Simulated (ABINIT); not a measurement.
Here is an ABINIT 10.8.3 (patched build) calculation.

File run.abi:

```
# Pseudopotentials
pp_dirpath "./"
pseudos "Pt.upf"

# Structure
acell 3*1.0 Angstrom
rprim
     0.0000000000     1.9609000000     1.9609000000
     1.9609000000     0.0000000000     1.9609000000
     1.9609000000     1.9609000000     0.0000000000
ntypat 1
znucl 78
natom 1
typat 1
xred
     0.0000000000     0.0000000000     0.0000000000

# Plane-wave basis
ecut 1034.032677 eV

# k points
kptopt 1
ngkpt 9 9 9
nshiftk 1
shiftk 0.0 0.0 0.0

# Exchange and correlation
ixc -116133

# Bands and occupations
nband 13
occopt 3
tsmear 0.05 eV

# SCF cycle
nstep 100
tolvrs 1.0e-10

# Output
iomode 3
prtwf 0
prtden 0
prteig 0
prtebands 0
enunit 1
```

Potentials or basis: PseudoDojo NC SR PBEsol v0.4.1 standard.

Launch:

```bash
$ abinit run.abi > log 2>&1
```

Problem. Estimate the pressure.

Solution. -2.5 GPa.

Problem. Estimate the band gap on the k mesh.

Solution. None (metal or under the smearing width).

Spin-orbit coupling is left out, which matters for the levels of Pt.
